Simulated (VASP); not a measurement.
# Al2O3 (Corundum) (R-3c) in VASP: further runs

Runs on Al2O3 (Corundum). Level: LDA. Tasks: single point, relaxation of cell and atoms.

Program: VASP 6.6.1. These are calculated values, not measurements. Logs are shortened: lines on timing, memory, paths and dates and some standing lists are left out, and cuts for length are marked.

## (1) The structure

It takes space group R-3c (No. 167, trigonal). The conventional cell has a = 4.809 Å, b = 4.809 Å, c = 13.123 Å, α = 90.00°, β = 90.00°, γ = 120.00°. Al (site symmetry 3) has 6 O at 1.87 to 1.99 Å as nearest neighbours. O (site symmetry 2) is surrounded by 4 Al at 1.87 to 1.99 Å.

## (2) Single point, LDA (relaxed again under DFT LDA, scalar-relativistic, plane waves, PAW)

Input file INCAR:

```
SYSTEM = Al2O3
ALGO = Normal
EDIFF = 1E-6
ENCUT = 520
GGA = CA
ISIF = 2
ISMEAR = 0
LASPH = .TRUE.
LCHARG = .FALSE.
LREAL = .FALSE.
LWAVE = .FALSE.
NBANDS = 35
NELM = 100
PREC = Accurate
SIGMA = 0.02
```

Input file KPOINTS:

```
k-points
0
G
  6 6 6
  0 0 0
```

Input file POSCAR:

```
Al2O3
1.0
    2.3646161349      1.3652117620      4.2972699918
   -2.3646161349      1.3652117620      4.2972699918
    0.0000000000     -2.7304235240      4.2972699918
Al O
4 6
Direct
    0.3520258033      0.3520258033      0.3520258033
    0.1479741967      0.1479741967      0.1479741967
    0.6479741967      0.6479741967      0.6479741967
    0.8520258033      0.8520258033      0.8520258033
    0.5558581540      0.9441418460      0.2500000000
    0.2500000000      0.5558581540      0.9441418460
    0.9441418460      0.2500000000      0.5558581540
    0.4441418460      0.0558581540      0.7500000000
    0.7500000000      0.4441418460      0.0558581540
    0.0558581540      0.7500000000      0.4441418460
```

Potentials or basis: VASP PAW LDA potentials, release 64 (Al, O).

Started as:

```console
$ cat potpaw_LDA.64/Al/POTCAR potpaw_LDA.64/O/POTCAR > POTCAR
$ mpirun -np 1 vasp_std > vasp.out
```

OUTCAR:

```text
SYSTEM = Al2O3
   EDIFF = 1E-6
   ENCUT = 520
   GGA = CA
   ISIF = 2
   ISMEAR = 0
   LASPH = .TRUE.
   LREAL = .FALSE.
   NELM = 100
   PREC = Accurate

 ion  position               nearest neighbor table
   1  0.352  0.352  0.352-   9 1.84   8 1.84  10 1.84   6 1.96   7 1.96   5 1.96   2 2.63   3 2.77
                             3 2.77   3 2.77   2 3.20   2 3.20   2 3.20
   2  0.148  0.148  0.148-  10 1.84   8 1.84   9 1.84   7 1.96   6 1.96   5 1.96   1 2.63   4 2.77
                             4 2.77   4 2.77   1 3.20   1 3.20   1 3.20
   3  0.648  0.648  0.648-   6 1.84   5 1.84   7 1.84   9 1.96  10 1.96   8 1.96   4 2.63   1 2.77
                             1 2.77   1 2.77   4 3.20   4 3.20   4 3.20
   4  0.852  0.852  0.852-   7 1.84   5 1.84   6 1.84  10 1.96   9 1.96   8 1.96   3 2.63   2 2.77
                             2 2.77   2 2.77   3 3.20   3 3.20   3 3.20
   5  0.556  0.944  0.250-   3 1.84   4 1.84   1 1.96   2 1.96
   6  0.250  0.556  0.944-   3 1.84   4 1.84   1 1.96   2 1.96
   7  0.944  0.250  0.556-   4 1.84   3 1.84   2 1.96   1 1.96
   8  0.444  0.056  0.750-   1 1.84   2 1.84   3 1.96   4 1.96
   9  0.750  0.444  0.056-   1 1.84   2 1.84   3 1.96   4 1.96
  10  0.056  0.750  0.444-   2 1.84   1 1.84   4 1.96   3 1.96

  LATTYP: Found a trigonal (rhomboedric) cell.
 ALAT       =     5.0913399025
 COS(alpha) =     0.5685930780

  Lattice vectors:

 A1 = (   2.3646161349,   1.3652117620,   4.2972699918)
 A2 = (  -2.3646161349,   1.3652117620,   4.2972699918)
 A3 = (   0.0000000000,  -2.7304235240,   4.2972699918)

Analysis of symmetry for initial positions (statically):
=====================================================================
 Subroutine PRICEL returns:
 Original cell was already a primitive cell.

 Routine SETGRP: Setting up the symmetry group for a
 trigonal (rhombohedral) supercell.

 Subroutine GETGRP returns: Found 12 space group operations
 (whereof  6 operations were pure point group operations)
 out of a pool of 12 trial point group operations.

The static configuration has the point symmetry S_6 .
 The point group associated with its full space group is D_3d.

Analysis of symmetry for dynamics (positions and initial velocities):
=====================================================================
 Subroutine PRICEL returns:
 Original cell was already a primitive cell.

 Routine SETGRP: Setting up the symmetry group for a
 trigonal (rhombohedral) supercell.

 Subroutine GETGRP returns: Found 12 space group operations
 (whereof  6 operations were pure point group operations)
 out of a pool of 12 trial point group operations.

The dynamic configuration has the point symmetry S_6 .
 The point group associated with its full space group is D_3d.

 Subroutine INISYM returns: Found 12 space group operations
 (whereof  6 operations are pure point group operations),
 and found     1 'primitive' translations

----------------------------------------------------------------------------------------

                                     Primitive cell

  volume of cell :      83.2347

  direct lattice vectors                    reciprocal lattice vectors
     2.364616135  1.365211762  4.297269992     0.211450811  0.122081183  0.077568627
    -2.364616135  1.365211762  4.297269992    -0.211450811  0.122081183  0.077568627
     0.000000000 -2.730423524  4.297269992     0.000000000 -0.244162366  0.077568627

  length of vectors
     5.091339903  5.091339903  5.091339903     0.256187729  0.256187729  0.256187729

  position of ions in fractional coordinates (direct lattice)
     0.352025803  0.352025803  0.352025803
     0.147974197  0.147974197  0.147974197
     0.647974197  0.647974197  0.647974197
     0.852025803  0.852025803  0.852025803
     0.555858154  0.944141846  0.250000000
     0.250000000  0.555858154  0.944141846
     0.944141846  0.250000000  0.555858154
     0.444141846  0.055858154  0.750000000
     0.750000000  0.444141846  0.055858154
     0.055858154  0.750000000  0.444141846

  ion indices of the primitive-cell ions
   primitive index   ion index
                 1           1
                 2           2
                 3           3
                 4           4
                 5           5
                 6           6
                 7           7
                 8           8
                 9           9
                10          10

----------------------------------------------------------------------------------------

 KPOINTS: k-points

Automatic generation of k-mesh.
 Grid dimensions read from file:
 generate k-points for:    6    6    6

 Generating k-lattice:

  Cartesian coordinates                     Fractional coordinates (reciprocal lattice)
     0.035241802  0.020346864  0.012928105     0.166666667 -0.000000000  0.000000000
    -0.035241802  0.020346864  0.012928105    -0.000000000  0.166666667  0.000000000
     0.000000000 -0.040693728  0.012928105     0.000000000  0.000000000  0.166666667

  Length of vectors
     0.042697955  0.042697955  0.042697955

  Shift w.r.t. Gamma in fractional coordinates (k-lattice)
     0.000000000  0.000000000  0.000000000

 Subroutine IBZKPT returns following result:
 ===========================================

 Found     32 irreducible k-points:

 Following reciprocal coordinates:
            Coordinates               Weight
  0.000000  0.000000  0.000000      1.000000
  0.166667 -0.000000  0.000000      6.000000
  0.333333 -0.000000  0.000000      6.000000
  0.500000 -0.000000  0.000000      3.000000
  0.166667  0.166667  0.000000      6.000000
  0.333333  0.166667  0.000000     12.000000
[... 16 lines left out ...]
  0.500000  0.500000  0.166667      6.000000
 -0.333333  0.500000  0.166667     12.000000
 [... further k-points ...]
   k-points           NKPTS =     32   k-points in BZ     NKDIM =     32   number of bands    NBANDS=     35
   number of dos      NEDOS =    301   number of ions     NIONS =     10
   total plane-waves  NPLWV =  64000
   dimension x,y,z NGX =    40 NGY =   40 NGZ =   40
   dimension x,y,z NGXF=    80 NGYF=   80 NGZF=   80
   ions per type =               4   6
   NGX,Y,Z   is equivalent  to a cutoff of  13.06, 13.06, 13.06 a.u.
   NGXF,Y,Z  is equivalent  to a cutoff of  26.12, 26.12, 26.12 a.u.
 SYSTEM =  Al2O3
   PREC   = accura    normal or accurate (medium, high low for compatibility)
   ISTART =      0    job   : 0-new  1-cont  2-samecut
   ICHARG =      2    charge: 1-file 2-atom 10-const
   ISPIN  =      1    spin polarized calculation?
   LNONCOLLINEAR =      F non collinear calculations
   LSORBIT =      F    spin-orbit coupling
   LASPH  =      T    aspherical Exc in radial PAW
   ENCUT  =  520.0 eV  38.22 Ry    6.18 a.u.   9.47  9.47  9.47*2*pi/ulx,y,z
   NELM   =    100;   NELMIN=  2; NELMDL= -5     # of ELM steps
   EDIFF  = 0.1E-05   stopping-criterion for ELM
   LREAL  =      F    real-space projection
   EDIFFG = 0.1E-04   stopping-criterion for IOM
   NSW    =      0    number of steps for IOM
   IBRION =     -1    ionic relax: 0-MD 1-quasi-New 2-CG
   NFREE  =      0    steps in history (QN), initial steepest desc. (CG)
   ISIF   =      2    stress and relaxation
   ISYM   =      2    0-nonsym 1-usesym 2-fastsym
   POTIM  = 0.5000    time-step for ionic-motion
   TEBEG  =    0.0;   TEEND  =   0.0 temperature during run
   PSTRESS=    0.0 pullay stress
   NELECT =      48.0000    total number of electrons
   NUPDOWN=      -1.0000    fix difference up-down
   EMIN   =  10.00;   EMAX   =-10.00  energy-range for DOS
   EFERMI =   0.00;   METHOD = LEGACY
   ISMEAR =     0;   SIGMA  =   0.02  broadening in eV -4-tet -1-fermi 0-gaus
   EFERMI_NEDOS =   21; number of points for ismear=-14 and -15
   IALGO  =     38    algorithm
   IMIX   =      4    mixing-type and parameters
     AMIX     =   0.40;   BMIX     =  1.00
     AMIX_MAG =   1.60;   BMIX_MAG =  1.00
  volume/ion in A,a.u.               =       8.32        56.17
  Fermi-wavevector in a.u.,A,eV,Ry     =   1.362659  2.575051 25.263820  1.856838
  Thomas-Fermi vector in A             =   2.489129
   LORBIT       =      0    0 simple, 1 ext, 2 COOP (PROOUT), +10 PAW based schemes
   GGA     = CA    functional components
   LHFCALC =     F    Hartree Fock is set to
   AEXX    =    0.0000 exact exchange contribution
   IVDW    =     0    specifies the selected vdW correction
   LEPSILON=     F    determine dielectric tensor
   LRPA    =     F    only Hartree local field effects (RPA)
 non-spin polarized calculation
 Gauss-broadening in eV      SIGMA  =   0.02
  energy-cutoff  :      520.00
  volume of cell :       83.23
 maximum number of plane-waves:      2259
 NGX is ok and might be reduce to    40
   NGX = 19   NGY = 19   NGZ = 19

 number of electron      48.0000010 magnetization

 Free energy of the ion-electron system (eV)
  ---------------------------------------------------
  ext. energy  EPLUGINS =         0.00000000
  ---------------------------------------------------
  free energy    TOTEN  =       -83.10348690 eV

  energy without entropy =      -83.10348690  energy(sigma->0) =      -83.10348690

 E-fermi :   6.1505     XC(G=0): -12.2687

 val. band max:        6.0675407872   @ k =   0.0000   0.0000   0.0000
 cond. band min:      12.5069686688   @ k =   0.0000   0.0000   0.0000
 fundamental gap:      6.4394278816
 Fermi energy:         6.1505396571

 k-point     1 :       0.0000    0.0000    0.0000
  band No.  band energies     occupation
      1     -13.1211      2.00000
      2     -10.6028      2.00000
      3     -10.2969      2.00000
      4     -10.2969      2.00000
      5      -9.9547      2.00000
      6      -9.9547      2.00000
[... 27 lines left out ...]
     34      19.8186      0.00000
     35      20.6542      0.00000
[... 843 lines left out ...]
      5     -10.1590      2.00000
      6      -9.9296      2.00000
[... 27 lines left out ...]
     34      19.3816      0.00000
     35      19.5792      0.00000

 [... further k-points ...]

------------------------ aborting loop because EDIFF is reached ----------------------------------------

  FORCE on cell =-STRESS in cart. coord.  units (eV):
  Direction    XX          YY          ZZ          XY          YZ          ZX
  --------------------------------------------------------------------------------------
  -------------------------------------------------------------------------------------
  Total        0.4621926      0.4621926      0.3428493      0.0000000      0.0000000      0.0000000
  in kB        8.8967017      8.8967017      6.5994744      0.0000000      0.0000000      0.0000000
  external PRESSURE =       8.1309593 kB  Pullay stress =       0.0000000 kB

 VOLUME and BASIS-vectors are now :
 -----------------------------------------------------------------------------
  energy-cutoff  :      520.00
  volume of cell :       83.23
      direct lattice vectors                 reciprocal lattice vectors
     2.364616135  1.365211762  4.297269992     0.211450811  0.122081183  0.077568627
    -2.364616135  1.365211762  4.297269992    -0.211450811  0.122081183  0.077568627
     0.000000000 -2.730423524  4.297269992     0.000000000 -0.244162366  0.077568627

 POSITION                                       TOTAL-FORCE (eV/Angst)
 -----------------------------------------------------------------------------------
      0.00000      0.00000      4.53825         0.000000     -0.000000     -0.012220
      0.00000      0.00000      1.90766         0.000000     -0.000000      0.012220
      0.00000      0.00000      8.35356         0.000000     -0.000000      0.012220
      0.00000      0.00000     10.98415         0.000000     -0.000000     -0.012220
     -0.91814      1.36521      7.52022        -0.008460     -0.000000      0.000000
     -0.72324     -1.47774      7.52022         0.004230     -0.007327      0.000000
      1.64138      0.11253      7.52022         0.004230      0.007327      0.000000
      0.91814     -1.36521      5.37159         0.008460     -0.000000      0.000000
      0.72324      1.47774      5.37159        -0.004230      0.007327      0.000000
     -1.64138     -0.11253      5.37159        -0.004230     -0.007327      0.000000
 -----------------------------------------------------------------------------------
    total drift:                               -0.000000      0.000000      0.000000

  FREE ENERGIE OF THE ION-ELECTRON SYSTEM (eV)
  ---------------------------------------------------
  free  energy   TOTEN  =       -83.1034869033 eV

  energy  without entropy=      -83.1034869033  energy(sigma->0) =      -83.10348690
```

It took 49 s on 1 thread of Intel Xeon 6975P-C (Granite Rapids), shared host; peak memory 0.21 GiB.

What came out:

```
Free energy            : -83.1035 eV
Pressure               : 0.8 GPa
Largest force          : 0.012 eV/Å
Band gap on the k mesh : 6.44 eV, direct
```

Forces in eV/Å, atoms in the order of the input:
```
Al   0.000  0.000 -0.012
Al   0.000  0.000  0.012
Al   0.000  0.000  0.012
Al   0.000  0.000 -0.012
O   -0.008  0.000  0.000
O    0.004 -0.007  0.000
O    0.004  0.007  0.000
O    0.008  0.000  0.000
O   -0.004  0.007  0.000
O   -0.004 -0.007  0.000
```

Levels at points of the mesh, in eV from the valence-band top:
```
           k point  band 21  band 22  band 23  band 24  band 25  band 26  band 27  band 28
(0.00, 0.00, 0.00)    -0.52    -0.04    -0.04     0.00     6.44     9.09    10.79    11.55
(0.50, 0.00, 0.00)    -0.95    -0.95    -0.29    -0.29     9.47     9.47     9.76     9.76
(0.50, 0.50, 0.00)    -1.06    -0.95    -0.77    -0.26     9.45     9.86     9.97    10.47
(0.50, 0.50, 0.50)    -0.39    -0.39    -0.39    -0.39     8.77     8.77    11.01    11.01
```

A k mesh can miss the band edges.

(Part 1 of 2 ends here.)
